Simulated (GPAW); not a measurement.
# Sr (Fm-3m) in GPAW: notebook, part 2 of 2

GPAW 26.7.0. The steps go on from the part before.

### 5 Relaxation of cell and atoms, PBEsol+D3(BJ)+ATM

run.py reads:

```python
from ase import Atoms
from ase.calculators.mixing import SumCalculator
from ase.filters import FrechetCellFilter
from ase.io import write
from ase.optimize import BFGS
from dftd3.ase import DFTD3
from gpaw import GPAW, PW, setup_paths

setup_paths.insert(0, '.')

atoms = Atoms(['Sr'],
              cell=[[0.0, 3.04235, 3.04235],
                    [3.04235, 0.0, 3.04235],
                    [3.04235, 3.04235, 0.0]],
              scaled_positions=[[0.0, 0.0, 0.0]],
              pbc=True)

calc = GPAW(mode=PW(600),
            xc='PBEsol',
            kpts={'size': (8, 8, 8), 'gamma': True},
            occupations={'name': 'fermi-dirac', 'width': 0.05},
            nbands=12,
            convergence={'density': 1e-05, 'forces': 0.0001},
            maxiter=150,
            txt='gpaw.txt')
atoms.calc = SumCalculator([calc, DFTD3(damping='d3bj', params_tweaks=dict(method='pbesol', atm=True))])
opt = BFGS(FrechetCellFilter(atoms), trajectory='relax.traj', logfile='-')
done = opt.run(fmax=0.02, steps=60)
calc.write('gs.gpw')
write('result.traj', atoms)
print('Converged:', done)
print('Cell:', atoms.cell.cellpar().round(4))
print('Volume:', round(atoms.get_volume(), 4))
print(atoms.get_scaled_positions().round(5))
```

Command:

```console
$ gpaw-setup -f PBEsol Sr
$ OMP_NUM_THREADS=1 python run.py
```

Wall time 41 s (1 thread of Intel Xeon Platinum 8259CL at 2.50GHz (Skylake/Cascade Lake), shared host); peak memory 0.2 GiB.

The run converged. Its results:

```
Free energy                            : -2.1278 eV
Relaxed volume                         : 49.15 Å³/atom
Relaxed cell                           : a = 4.111 Å, b = 4.111 Å, c = 4.111 Å, α = 60.00°, β = 60.00°, γ = 60.00°
Space group after relaxing (to 0.05 Å) : Fm-3m (No. 225)
Energy gained by relaxing              : 37.9 meV/atom
Ionic steps                            : 4
Pressure after relaxing                : 0.0 GPa
Band gap on the k mesh                 : none (metal or under the smearing width)
Dispersion energy per atom             : -0.247 eV
```

Step by step:
```tsv
step	energy change (eV)	largest force (eV/Å)	pressure (GPa)	volume (Å³)
1	0.0000	0.0000	-1.48	56.32
2	-0.0109	0.0000	-1.29	55.08
3	-0.0375	0.0000	0.19	48.41
4	-0.0379	0.0000	-0.02	49.15
```

Final structure:
```
Sr
1.0
     0.00000    2.90727    2.90727
     2.90727    0.00000    2.90727
     2.90727    2.90727    0.00000
Sr
1
Cartesian
  0.0000 0.0000 0.0000
```

Levels at points of the mesh, in eV from the Fermi level:
```csv
k point,band 3,band 4,band 5,band 6,band 7,band 8
"(0.00, 0.00, 0.00)",-18.19,-18.19,-3.84,2.47,2.47,2.47
"(0.50, 0.50, 0.00)",-18.30,-18.30,-0.76,0.26,1.30,5.34
"(0.50, 0.50, 0.50)",-18.23,-18.23,-1.19,0.21,2.29,2.29
```

Caveat: later steps reuse the first step's grids; pairwise dispersion overbinds metals, which lowers pressure and volume.

### 6 Relaxation of cell and atoms, PBEsol+D4

Edit run.py of step 5 so:

```diff
@@ -5,3 +5,3 @@
 from ase.optimize import BFGS
-from dftd3.ase import DFTD3
+from dftd4.ase import DFTD4
 from gpaw import GPAW, PW, setup_paths
@@ -25,3 +25,3 @@
             txt='gpaw.txt')
-atoms.calc = SumCalculator([calc, DFTD3(damping='d3bj', params_tweaks=dict(method='pbesol', atm=True))])
+atoms.calc = SumCalculator([calc, DFTD4(method='pbesol')])
 opt = BFGS(FrechetCellFilter(atoms), trajectory='relax.traj', logfile='-')
```

Potentials or basis: PAW data sets generated in the run's folder for this functional, pw.

Command:

```console
$ gpaw-setup -f PBEsol Sr
$ OMP_NUM_THREADS=1 python run.py
```

gpaw.txt:

```text
__  _  _
 | _ |_)|_||  |
 |__||  | ||/\| - 26.7.0

Input parameters:
  mode=PW(ecut=600.0),
  convergence={'density': 1e-05, 'forces': 0.0001},
  kpts=MonkhorstPack(size=(8, 8, 8), gamma=True),
  maxiter=150,
  nbands=12,
  occupations=Occupations(name='fermi-dirac', width=0.05),
  xc=XC(name='PBEsol')

Diagonalizing LCAO Hamiltonian
Converting LCAO to pw mode

       Sr

Atoms  # Å, Bohr magnetons
|   | symbol |        x |        y |        z |    initial magnetic moments |
|---|--------|----------|----------|----------|-----------------------------|
| 0 |     Sr | 0.000000 | 0.000000 | 0.000000 | ( 0.0000,  0.0000,  0.0000) |

Unit cell  # Å
| periodic |        x |        y |        z |  lengths |    angles |
|----------|----------|----------|----------|----------|-----------|
|      yes | 0.000000 | 3.042350 | 3.042350 | 4.302533 | 60.000000 |
|      yes | 3.042350 | 0.000000 | 3.042350 | 4.302533 | 60.000000 |
|      yes | 3.042350 | 3.042350 | 0.000000 | 4.302533 | 60.000000 |

Number of symmetries: 48
Symmetry operations  # r_c * U_cc + t_c -> r_c
|    | kind |            matrix            |
|----|------|------------------------------|
|  0 |  σ   |  1, 0, 0,  1, 0,-1,  1,-1, 0 |
|  1 |  C2  |  1, 0, 0,  1,-1, 0,  1, 0,-1 |
|  2 |  E   |  1, 0, 0,  0, 1, 0,  0, 0, 1 |
|  3 |  σ   |  1, 0, 0,  0, 0, 1,  0, 1, 0 |
|  4 |  C4  |  1, 0,-1,  1, 0, 0,  1,-1, 0 |
|  5 |  S6  |  1, 0,-1,  1,-1, 0,  1, 0, 0 |
|  6 |  σ   |  1, 0,-1,  0, 1,-1,  0, 0,-1 |
|  7 |  C3  |  1, 0,-1,  0, 0,-1,  0, 1,-1 |
|  8 |  S6  |  1,-1, 0,  1, 0, 0,  1, 0,-1 |
|  9 |  C4  |  1,-1, 0,  1, 0,-1,  1, 0, 0 |
| 10 |  C3  |  1,-1, 0,  0,-1, 1,  0,-1, 0 |
| 11 |  σ   |  1,-1, 0,  0,-1, 0,  0,-1, 1 |
| 12 |  σ   |  0, 1, 0,  1, 0, 0,  0, 0, 1 |
| 13 |  C4  |  0, 1, 0,  0, 1,-1, -1, 1, 0 |
[... 194 lines left out ...]
Stress tensor  # eV/Ang^3
|         x |         y |         z |
|-----------|-----------|-----------|
|  0.005323 | -0.000000 |  0.000000 |
| -0.000000 |  0.005323 | -0.000000 |
|  0.000000 | -0.000000 |  0.005323 |

Forces  # eV/Ang
|        x |       y |       z |
|----------|---------|---------|
| -0.00000 | 0.00000 | 0.00000 |  # Sr   0

Interpolating wave functions to new cell

       Sr

Atoms  # Å, Bohr magnetons
|   | symbol |         x |        y |         z |    initial magnetic moments |
|---|--------|-----------|----------|-----------|-----------------------------|
| 0 |     Sr | -0.000000 | 0.000000 | -0.000000 | ( 0.0000,  0.0000,  0.0000) |

Unit cell  # Å
| periodic |        x |        y |        z |  lengths |    angles |
|----------|----------|----------|----------|----------|-----------|
|      yes | 0.000000 | 3.025823 | 3.025823 | 4.279161 | 60.000000 |
|      yes | 3.025823 | 0.000000 | 3.025823 | 4.279161 | 60.000000 |
|      yes | 3.025823 | 3.025823 | 0.000000 | 4.279161 | 60.000000 |

Number of symmetries: 48
Symmetry operations  # r_c * U_cc + t_c -> r_c
|    | kind |            matrix            |
|----|------|------------------------------|
|  0 |  σ   |  1, 0, 0,  1, 0,-1,  1,-1, 0 |
|  1 |  C2  |  1, 0, 0,  1,-1, 0,  1, 0,-1 |
|  2 |  E   |  1, 0, 0,  0, 1, 0,  0, 0, 1 |
|  3 |  σ   |  1, 0, 0,  0, 0, 1,  0, 1, 0 |
|  4 |  C4  |  1, 0,-1,  1, 0, 0,  1,-1, 0 |
|  5 |  S6  |  1, 0,-1,  1,-1, 0,  1, 0, 0 |
|  6 |  σ   |  1, 0,-1,  0, 1,-1,  0, 0,-1 |
|  7 |  C3  |  1, 0,-1,  0, 0,-1,  0, 1,-1 |
|  8 |  S6  |  1,-1, 0,  1, 0, 0,  1, 0,-1 |
|  9 |  C4  |  1,-1, 0,  1, 0,-1,  1, 0, 0 |
| 10 |  C3  |  1,-1, 0,  0,-1, 1,  0,-1, 0 |
| 11 |  σ   |  1,-1, 0,  0,-1, 0,  0,-1, 1 |
| 12 |  σ   |  0, 1, 0,  1, 0, 0,  0, 0, 1 |
| 13 |  C4  |  0, 1, 0,  0, 1,-1, -1, 1, 0 |
[... 177 lines left out ...]
|          0 |       -33.101 |     2.000 |
|          1 |       -15.019 |     2.000 |
|          2 |       -15.019 |     2.000 |
|          3 |       -15.019 |     2.000 |
|          4 |        -0.223 |     2.000 |
|          5 |         5.770 |     0.000 |
|          6 |         5.770 |     0.000 |
|          7 |         5.770 |     0.000 |
|          8 |         7.229 |     0.000 |
|          9 |         7.229 |     0.000 |
|         10 |        10.416 |     0.000 |
|         11 |        12.449 |     0.000 |

No gap
No difference between direct/indirect transitions

Stress tensor  # eV/Ang^3
|         x |        y |         z |
|-----------|----------|-----------|
|  0.004330 | 0.000000 | -0.000000 |
|  0.000000 | 0.004330 |  0.000000 |
| -0.000000 | 0.000000 |  0.004330 |

Forces  # eV/Ang
|        x |        y |        z |
|----------|----------|----------|
| -0.00000 | -0.00000 | -0.00000 |  # Sr   0

Interpolating wave functions to new cell

       Sr

Atoms  # Å, Bohr magnetons
|   | symbol |         x |        y |        z |    initial magnetic moments |
|---|--------|-----------|----------|----------|-----------------------------|
| 0 |     Sr | -0.000000 | 0.000000 | 0.000000 | ( 0.0000,  0.0000,  0.0000) |

Unit cell  # Å
| periodic |        x |         y |         z |  lengths |    angles |
|----------|----------|-----------|-----------|----------|-----------|
|      yes | 0.000000 |  2.936124 |  2.936124 | 4.152306 | 60.000000 |
|      yes | 2.936124 | -0.000000 |  2.936124 | 4.152306 | 60.000000 |
|      yes | 2.936124 |  2.936124 | -0.000000 | 4.152306 | 60.000000 |

Number of symmetries: 48
Symmetry operations  # r_c * U_cc + t_c -> r_c
|    | kind |            matrix            |
|----|------|------------------------------|
|  0 |  σ   |  1, 0, 0,  1, 0,-1,  1,-1, 0 |
|  1 |  C2  |  1, 0, 0,  1,-1, 0,  1, 0,-1 |
|  2 |  E   |  1, 0, 0,  0, 1, 0,  0, 0, 1 |
|  3 |  σ   |  1, 0, 0,  0, 0, 1,  0, 1, 0 |
|  4 |  C4  |  1, 0,-1,  1, 0, 0,  1,-1, 0 |
|  5 |  S6  |  1, 0,-1,  1,-1, 0,  1, 0, 0 |
|  6 |  σ   |  1, 0,-1,  0, 1,-1,  0, 0,-1 |
|  7 |  C3  |  1, 0,-1,  0, 0,-1,  0, 1,-1 |
|  8 |  S6  |  1,-1, 0,  1, 0, 0,  1, 0,-1 |
|  9 |  C4  |  1,-1, 0,  1, 0,-1,  1, 0, 0 |
| 10 |  C3  |  1,-1, 0,  0,-1, 1,  0,-1, 0 |
| 11 |  σ   |  1,-1, 0,  0,-1, 0,  0,-1, 1 |
| 12 |  σ   |  0, 1, 0,  1, 0, 0,  0, 0, 1 |
| 13 |  C4  |  0, 1, 0,  0, 1,-1, -1, 1, 0 |
[... 193 lines left out ...]
Stress tensor  # eV/Ang^3
|         x |         y |         z |
|-----------|-----------|-----------|
| -0.002358 | -0.000000 | -0.000000 |
| -0.000000 | -0.002358 |  0.000000 |
| -0.000000 |  0.000000 | -0.002358 |

Forces  # eV/Ang
|       x |       y |       z |
|---------|---------|---------|
| 0.00000 | 0.00000 | 0.00000 |  # Sr   0

Interpolating wave functions to new cell

       Sr

Atoms  # Å, Bohr magnetons
|   | symbol |         x |        y |        z |    initial magnetic moments |
|---|--------|-----------|----------|----------|-----------------------------|
| 0 |     Sr | -0.000000 | 0.000000 | 0.000000 | ( 0.0000,  0.0000,  0.0000) |

Unit cell  # Å
| periodic |        x |         y |         z |  lengths |    angles |
|----------|----------|-----------|-----------|----------|-----------|
|      yes | 0.000000 |  2.950437 |  2.950437 | 4.172549 | 60.000000 |
|      yes | 2.950437 | -0.000000 |  2.950437 | 4.172549 | 60.000000 |
|      yes | 2.950437 |  2.950437 | -0.000000 | 4.172549 | 60.000000 |

Number of symmetries: 48
Symmetry operations  # r_c * U_cc + t_c -> r_c
|    | kind |            matrix            |
|----|------|------------------------------|
|  0 |  σ   |  1, 0, 0,  1, 0,-1,  1,-1, 0 |
|  1 |  C2  |  1, 0, 0,  1,-1, 0,  1, 0,-1 |
|  2 |  E   |  1, 0, 0,  0, 1, 0,  0, 0, 1 |
|  3 |  σ   |  1, 0, 0,  0, 0, 1,  0, 1, 0 |
|  4 |  C4  |  1, 0,-1,  1, 0, 0,  1,-1, 0 |
|  5 |  S6  |  1, 0,-1,  1,-1, 0,  1, 0, 0 |
|  6 |  σ   |  1, 0,-1,  0, 1,-1,  0, 0,-1 |
|  7 |  C3  |  1, 0,-1,  0, 0,-1,  0, 1,-1 |
|  8 |  S6  |  1,-1, 0,  1, 0, 0,  1, 0,-1 |
|  9 |  C4  |  1,-1, 0,  1, 0,-1,  1, 0, 0 |
| 10 |  C3  |  1,-1, 0,  0,-1, 1,  0,-1, 0 |
| 11 |  σ   |  1,-1, 0,  0,-1, 0,  0,-1, 1 |
| 12 |  σ   |  0, 1, 0,  1, 0, 0,  0, 0, 1 |
| 13 |  C4  |  0, 1, 0,  0, 1,-1, -1, 1, 0 |
[... 193 lines left out ...]
Stress tensor  # eV/Ang^3
|         x |         y |         z |
|-----------|-----------|-----------|
| -0.001129 |  0.000000 |  0.000000 |
|  0.000000 | -0.001129 |  0.000000 |
|  0.000000 |  0.000000 | -0.001129 |

Forces  # eV/Ang
|       x |        y |        z |
|---------|----------|----------|
| 0.00000 | -0.00000 | -0.00000 |  # Sr   0

# Writing to gs.gpw (mode='')
```

Wall time 41 s (1 thread of Intel Xeon Platinum 8259CL at 2.50GHz (Skylake/Cascade Lake), shared host); peak memory 0.2 GiB.

Results:

| Item | Value |
| --- | --- |
| Free energy | -1.9425 eV |
| Relaxed volume | 51.37 Å³/atom |
| Relaxed cell | a = 4.173 Å, b = 4.173 Å, c = 4.173 Å, α = 60.00°, β = 60.00°, γ = 60.00° |
| Space group after relaxing (to 0.05 Å) | Fm-3m (No. 225) |
| Energy gained by relaxing | -12.8 meV/atom |
| Ionic steps | 4 |
| Pressure after relaxing | 0.0 GPa |
| Band gap on the k mesh | none (metal or under the smearing width) |
| Dispersion energy per atom | -0.055 eV |

Step by step:
| step | energy change (eV) | largest force (eV/Å) | pressure (GPa) | volume (Å³) |
| --- | --- | --- | --- | --- |
| 1 | 0.0000 | 0.0000 | -1.08 | 56.32 |
| 2 | -0.0059 | 0.0000 | -0.93 | 55.41 |
| 3 | 0.0132 | 0.0000 | 0.20 | 50.62 |
| 4 | 0.0128 | 0.0000 | 0.01 | 51.37 |

Final structure:
```
Sr
1.0
     0.00000    2.95044    2.95044
     2.95044    0.00000    2.95044
     2.95044    2.95044    0.00000
Sr
1
Cartesian
  0.0000 0.0000 0.0000
```

Caveat: later steps reuse the first step's grids; pairwise dispersion overbinds metals, which lowers pressure and volume.

### 7 Summary

```csv
level,gap on the mesh (eV),pressure (GPa),relaxed volume (Å³/atom)
PBEsol,none,0.1,51.89
PBEsol+D3,none,0.0,51.17
PBEsol+D3(BJ),none,0.0,48.98
PBEsol+D3(BJ)+ATM,none,0.0,49.15
PBEsol+D4,none,0.0,51.37
```

Alike in all rows: task relaxation of cell and atoms; potentials or basis PAW data sets generated in the run's folder for this functional, pw; no spin polarisation; cell relaxed; k mesh 8 × 8 × 8; cutoff (eV) 600; smearing fermi-dirac 0.05 eV.

Caveats: later steps reuse the first step's grids; pairwise dispersion overbinds metals, which lowers pressure and volume (some runs).

Total energies depend on the potentials used, so only differences within one code and one set of settings carry meaning.
